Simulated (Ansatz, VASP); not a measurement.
BN: VASP beside Ansatz

```
CELL_PARAMETERS angstrom
2.60403 0.00000 0.00000
-1.30201 2.25516 0.00000
0.00000 0.00000 4.30976
ATOMIC_POSITIONS crystal
N 0.33333 0.66667 0.12528
N 0.66667 0.33333 0.62528
B 0.33333 0.66667 0.49972
B 0.66667 0.33333 0.99972
```

Change from the starting cell: volume scaled by 1.06.

Alike in both runs: task single point; functional PBE; k mesh 12 × 12 × 6; occupations fermi-dirac, width 0.05 eV; no spin polarisation.

```csv
,VASP,Ansatz
version,VASP 6.6.1,Ansatz 0.2.0
potentials or method,"VASP PAW PBE potentials, release 64 (N, B)",Ansatz PAW
plane-wave cutoff (eV),520,420
valence electrons in the cell,16,16
```

Ansatz gave:

```
gap on the k mesh at the Fermi level (eV)       : 5.29
least direct gap on the mesh (eV)               : 7.94
pressure (GPa)                                  : -19.5
largest component of the traceless stress (GPa) : 0.59
rms of the force components (eV/Å)              : 0.034
```

Problem. Estimate VASP's values.

Solution. gap on the k mesh at the Fermi level (eV): 5.27; least direct gap on the mesh (eV): 7.94; pressure (GPa): -19.4; largest component of the traceless stress (GPa): 0.62; rms of the force components (eV/Å): 0.032.

Atom by atom the forces differ by 0.001 eV/Å (rms over components). With one functional, cell and mesh, what is left measures potentials, basis and numerics.

Caveats: the pressure holds a Pulay correction of +1.0 GPa for the finite cutoff (Ansatz). A k mesh can miss the band edges.
